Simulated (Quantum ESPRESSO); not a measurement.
The system is B.

```
CELL_PARAMETERS angstrom
1.88524 0.00000 0.00000
0.00000 1.88524 0.00000
0.00000 0.00000 1.88524
ATOMIC_POSITIONS crystal
B 0.50000 0.50000 0.50000
```

The cell was built by a generator and needn't be a form met in nature.

```yaml
Program: Quantum ESPRESSO 7.5
Task: single point
Functional: PBE
Potentials_or_basis: SSSP 1.3 efficiency PBE
Cutoff: 748 eV
Density_cutoff: 5987 eV
k_mesh: 14 × 14 × 14
Occupations: fermi-dirac, width 0.05 eV
Spin: no spin polarisation
```

On this cell: pressure -0.1 GPa; band gap on the k mesh none (metal or under the smearing width).

The same run follows on a disturbed copy (cell strained at random at fixed volume):

```
B
1.0
     1.90498    0.00319   -0.01991
     0.00319    1.86406    0.00040
    -0.01991    0.00040    1.88712
B
1
Direct
  0.49998 0.51838 0.51378
```

Question: What changes?

Answer: The energy (extrapolated to zero smearing) moves by -2.7 meV/atom; pressure 0.0 GPa; band gap on the k mesh none (metal or under the smearing width).

Stress tensor (GPa, compression positive):
```
-1.97  1.04 -3.92
 1.04  3.04  0.20
-3.92  0.20 -1.05
```

The energy falls, though the first cell shows no forces: that form is unstable against this distortion, unless noise or another electronic state is at work.
